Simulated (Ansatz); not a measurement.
# ZrO2: the cost of one run

Method: DFT r2SCAN, scalar-relativistic, plane waves, PAW, in Ansatz 0.2.0.

1 further run of the same task is left out (set aside as unsound or not needed). Runs told in other sessions of the task aren't counted.

**1. The system as given**

The structure is tetragonal, space group P4_2/nmc (No. 137). The conventional cell has a = 3.601 Å, b = 3.601 Å, c = 5.228 Å, α = 90.00°, β = 90.00°, γ = 90.00°. Zr (site symmetry -4m2) is surrounded by 4 O at 2.07 Å. Around O (site symmetry 2mm) lie 2 Zr at 2.07 Å.

As a file:

```cif
data_structure
_symmetry_space_group_name_H-M 'P4_2/nmc:1'
_symmetry_Int_Tables_number 137
_cell_length_a 3.6015
_cell_length_b 3.6015
_cell_length_c 5.2281
_cell_angle_alpha 90.000
_cell_angle_beta 90.000
_cell_angle_gamma 90.000
_cell_volume 67.81
loop_
_atom_site_label
_atom_site_type_symbol
_atom_site_symmetry_multiplicity
_atom_site_Wyckoff_symbol
_atom_site_fract_x
_atom_site_fract_y
_atom_site_fract_z
_atom_site_occupancy
Zr1 Zr 2 a 0.00000 0.00000 0.00000 1
O1 O 4 d 0.00000 0.50000 0.19678 1
```

It is built from the cell relaxed beforehand with the same method (11.30 Å³/atom).

**2. Zero of the scan**

Input file input.yaml:

```yaml
crystal:
  lattice:
    - [-3.6014526582, 0.0, 0.0]
    - [0.0, 0.0, -5.2281147954]
    - [0.0, -7.2029053165, 0.0]
  atoms:
    - { symbol: Zr, position: [0.0, 1.0, 0.5] }
    - { symbol: Zr, position: [0.0, 1.0, 1.0] }
    - { symbol: Zr, position: [0.5, 0.5, 0.25] }
    - { symbol: Zr, position: [0.5, 0.5, 0.75] }
    - { symbol: O, position: [1.0, 0.8032249443, 0.25] }
    - { symbol: O, position: [1.0, 0.8032249443, 0.75] }
    - { symbol: O, position: [0.0, 0.3032249443, 0.25] }
    - { symbol: O, position: [0.0, 0.3032249443, 0.75] }
    - { symbol: O, position: [0.5, 0.6967750557, 0.0] }
    - { symbol: O, position: [0.5, 0.6967750557, 0.5] }
    - { symbol: O, position: [0.5, 0.1967750557, 0.5] }
    - { symbol: O, position: [0.5, 0.1967750557, 1.0] }
basis:
  ecutwfc: 500
kpoints:
  mp_grid: { grid: [6, 4, 4] }
hamiltonian:
  xc: r2scan
scf:
  occupations: { method: gaussian, width: 0.05 }
output:
  forces: true
  stress: true
  eigenvalues: true
  write_density: true
  write_potential: true
  elf: true
  volumetric_format: npy
```

Run with:

```bash
> ansatz run input.yaml --threads 2 --pin off --max-ram 5120MiB --backend cpu --events-out ev --progress --plain --runs-dir out
```

**Question.** How long does this run take on 2 threads of Intel Xeon Platinum 8175M at 2.50GHz (Skylake/Cascade Lake), shared host, and how much memory does it need?

About 26 s, with a peak of 0.84 GiB.
